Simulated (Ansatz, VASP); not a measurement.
**InP in VASP and in Ansatz**

INCAR

```
SYSTEM = InP
PREC     = Accurate       ! precision mode
ENCUT    = 520            ! plane-wave cutoff, eV
EDIFF    = 1E-8           ! SCF threshold, eV
ISMEAR   = -1             ! smearing method
SIGMA    = 0.03           ! smearing width, eV
LREAL    = .FALSE.        ! projectors in reciprocal space
LASPH    = .TRUE.         ! aspherical terms in the spheres
NELM     = 80             ! most SCF steps
ALGO     = Normal         ! electronic algorithm
ISIF     = 2              ! what is computed and relaxed
LWAVE    = .FALSE.        ! write WAVECAR
LCHARG   = .FALSE.        ! write CHGCAR
GGA      = PS             ! functional
LEFG     = .TRUE.       
NBANDS   = 16             ! bands
```

The input KPOINTS:

```
Automatic mesh
0
G
  11 11 11
  0 0 0
```

Contents of POSCAR:

```
InP
1.0
    0.0000000000      2.8644851195      2.8644851195
    2.8644851195      0.0000000000      2.8644851195
    2.8644851195      2.8644851195      0.0000000000
In P
1 1
Direct
    0.0000000000      0.0000000000      0.0000000000
    0.5000000000      0.5000000000      0.5000000000
```

Input for Ansatz:

```yaml
crystal:
  lattice:
    - [0.0, 2.8644851195, 2.8644851195]
    - [2.8644851195, 0.0, 2.8644851195]
    - [2.8644851195, 2.8644851195, 0.0]
  atoms:
    - { symbol: In, position: [0.0, 0.0, 0.0] }
    - { symbol: P, position: [0.5, 0.5, 0.5] }
kpoints:
  mp_grid: { grid: [11, 11, 11] }
scf:
  occupations: { method: fermi_dirac, width: 0.03 }
hamiltonian:
  xc: pbesol
  pseudopotentials: { kind: paw }
output:
  forces: true
  stress: true
  eigenvalues: true
  efg: { contact_densities: true }
  write_density: true
  write_potential: true
  elf: true
  volumetric_format: npy
```

Change from the starting cell: volume scaled by 1.01, PAW files.

Alike in both runs: task electric field gradients; functional PBEsol; k mesh 11 × 11 × 11; occupations fermi-dirac, width 0.03 eV; no spin polarisation.

|  | VASP | Ansatz |
| --- | --- | --- |
| version | VASP 6.6.1 | Ansatz 0.2.0 |
| potentials or method | VASP PAW PBE potentials, release 64 (In_d, P) | PAW with Ansatz's default frozen-core files, scalar-relativistic |
| plane-wave cutoff (eV) | 520 | 420 |
| valence electrons in the cell | 18 | 18 |

```csv
,VASP,Ansatz,Ansatz less VASP
pressure (GPa),-8.6,-8.6,-0.02
Vzz of the field gradient on the site that differs most (V/Å²),0.0,0.0,0.00
```

Ansatz warned: «gradients_without_spin_orbit».

Caveats: the PAW data sets were made with another functional, which shifts forces and pressure a little (VASP).
